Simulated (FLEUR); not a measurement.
# ZnS (Wurtzite-2H) (P6_3mc) in FLEUR: a series of runs, part 2 of 2

FLEUR MaX-R8.1 (later development tree). Earlier steps stand in the parts before.

### 3 Equation of state, r2SCAN, 18.43 Å³/atom (volume scaled by 0.94)

Changes to inp.xml since step 2:

```diff
@@ -6,3 +6,3 @@
    <calculationSetup>
-      <cutoffs Kmax="5.16" Gmax="16.0" GmaxXC="16.0" numbands="0"/>
+      <cutoffs Kmax="5.33" Gmax="16.5" GmaxXC="16.5" numbands="0"/>
       <scfLoop itmax="60" minDistance="0.00001" maxIterBroyd="15" imix="Anderson" alpha="0.05" precondParam="0.0" spinf="2.0" sdNocoIR="T"/>
@@ -27,3 +27,3 @@
       <xi:include xmlns:xi="http://www.w3.org/2001/XInclude" href="sym.xml"> </xi:include>
-      <bulkLattice scale="1.0">
+      <bulkLattice scale="0.9795861087">
          <bravaisMatrix>
@@ -37,3 +37,3 @@
       <species name="Zinc (Zn)" element="Zn" atomicNumber="30">
-         <mtSphere radius="2.15" gridPoints="711" logIncrement="0.017"/>
+         <mtSphere radius="2.09" gridPoints="711" logIncrement="0.017"/>
          <atomicCutoffs lmax="9" lnonsphr="7"/>
@@ -52,3 +52,3 @@
       <species name="Sulfur (S)" element="S" atomicNumber="16">
-         <mtSphere radius="1.9" gridPoints="629" logIncrement="0.018"/>
+         <mtSphere radius="1.84" gridPoints="629" logIncrement="0.018"/>
          <atomicCutoffs lmax="8" lnonsphr="6"/>
```

Potentials or basis: all-electron, FLAPW.

The run is started by

```
$ inpgen -f crystal.txt -profile fastHighL
$ # inp.xml edited to the form shown
$ fleur_MPI
```

The program printed:

```text
Welcome to FLEUR        (www.flapw.de)
      MaX-Release 8.1          (www.max-centre.eu)
 func_ids         498         497         498         497
 MetaGGA potential functional detected - V_tau will be computed
 Auxiliary Potential for radial basis: exchange=         117  correlation=         130
The functional 'Re-regularized SCAN exchange by Furness et al' is an exchange functional, it belongs to the 'MGGA' family and is defined in the reference(s):
[1] J. W. Furness, A. D. Kaplan, J. Ning, J. P. Perdew, and J. Sun.,  J. Phys. Chem. Lett. 11, 8208-8215 (2020)
[2] J. W. Furness, A. D. Kaplan, J. Ning, J. P. Perdew, and J. Sun.,  J. Phys. Chem. Lett. 11, 9248-9248 (2020)
The functional 'Re-regularized SCAN correlation by Furness et al' is a correlation functional, it belongs to the 'MGGA' family and is defined in the reference(s):
[1] J. W. Furness, A. D. Kaplan, J. Ning, J. P. Perdew, and J. Sun.,  J. Phys. Chem. Lett. 11, 8208-8215 (2020)
[2] J. W. Furness, A. D. Kaplan, J. Ning, J. P. Perdew, and J. Sun.,  J. Phys. Chem. Lett. 11, 9248-9248 (2020)
 Using same functional for VXC and EXC

 ========== k-point set info ==========
 Selected k-point list: default-1
 k-point list type: mesh
 8 x 8 x 5
 Number of k points: 30

[... 16 lines left out ...]
 Using auxiliary GGA potential for the first iteration of MetaGGA calculation.
 Reset of history
 Reset of history
 Iteration:     1   Distance:      18.58314676 me/bohr^3
The functional 'Hammer, Hansen, and Norskov' is an exchange functional, it belongs to the 'GGA' family and is defined in the reference(s):
[1] B. Hammer, L. B. Hansen, and J. K. Nørskov.,  Phys. Rev. B 59, 7413 (1999)
The functional 'Perdew, Burke & Ernzerhof' is a correlation functional, it belongs to the 'GGA' family and is defined in the reference(s):
[1] J. P. Perdew, K. Burke, and M. Ernzerhof.,  Phys. Rev. Lett. 77, 3865 (1996)
[2] J. P. Perdew, K. Burke, and M. Ernzerhof.,  Phys. Rev. Lett. 78, 1396 (1997)
 Using same functional for VXC and EXC
 Iteration:     2   Distance:      17.12552575 me/bohr^3
The functional 'Hammer, Hansen, and Norskov' is an exchange functional, it belongs to the 'GGA' family and is defined in the reference(s):
[1] B. Hammer, L. B. Hansen, and J. K. Nørskov.,  Phys. Rev. B 59, 7413 (1999)
The functional 'Perdew, Burke & Ernzerhof' is a correlation functional, it belongs to the 'GGA' family and is defined in the reference(s):
[1] J. P. Perdew, K. Burke, and M. Ernzerhof.,  Phys. Rev. Lett. 77, 3865 (1996)
[2] J. P. Perdew, K. Burke, and M. Ernzerhof.,  Phys. Rev. Lett. 78, 1396 (1997)
 Using same functional for VXC and EXC
 Iteration:     3   Distance:      16.15045719 me/bohr^3
The functional 'Hammer, Hansen, and Norskov' is an exchange functional, it belongs to the 'GGA' family and is defined in the reference(s):
[1] B. Hammer, L. B. Hansen, and J. K. Nørskov.,  Phys. Rev. B 59, 7413 (1999)
[... 89 lines left out ...]
The functional 'Hammer, Hansen, and Norskov' is an exchange functional, it belongs to the 'GGA' family and is defined in the reference(s):
[1] B. Hammer, L. B. Hansen, and J. K. Nørskov.,  Phys. Rev. B 59, 7413 (1999)
The functional 'Perdew, Burke & Ernzerhof' is a correlation functional, it belongs to the 'GGA' family and is defined in the reference(s):
[1] J. P. Perdew, K. Burke, and M. Ernzerhof.,  Phys. Rev. Lett. 77, 3865 (1996)
[2] J. P. Perdew, K. Burke, and M. Ernzerhof.,  Phys. Rev. Lett. 78, 1396 (1997)
 Using same functional for VXC and EXC
 Iteration:    17   Distance:       0.00001259 me/bohr^3
The functional 'Hammer, Hansen, and Norskov' is an exchange functional, it belongs to the 'GGA' family and is defined in the reference(s):
[1] B. Hammer, L. B. Hansen, and J. K. Nørskov.,  Phys. Rev. B 59, 7413 (1999)
The functional 'Perdew, Burke & Ernzerhof' is a correlation functional, it belongs to the 'GGA' family and is defined in the reference(s):
[1] J. P. Perdew, K. Burke, and M. Ernzerhof.,  Phys. Rev. Lett. 77, 3865 (1996)
[2] J. P. Perdew, K. Burke, and M. Ernzerhof.,  Phys. Rev. Lett. 78, 1396 (1997)
 Using same functional for VXC and EXC
 Iteration:    18   Distance:       0.00000403 me/bohr^3

 ********************************************************************
 Run finished successfully
 Stop message:
   all done
 ********************************************************************
```

Wall time 22 min (1 thread of Arm Neoverse V1, shared host); peak memory 0.18 GiB.

What came out:

```yaml
Free_energy: -119494.6636 eV
Band_gap_on_the_k_mesh: 3.13 eV, direct
Valence_electrons_inside_the_program's_atomic_spheres: Zn 18.37; S 3.41 (radii Zn 2.09, S 1.84 bohr)
```

Caveat: the meta-GGA is that of a development version, with a GGA for the radial functions and cores and without core tails.

### 4 Against experiment

Step 2. Against the measured gap of ZnS, 3.911 eV (direct; 4 K; a printed reference work, monograph), the calculated 2.82 eV is off by -1.09 eV. The value is that of r2SCAN, without temperature or zero-point motion.
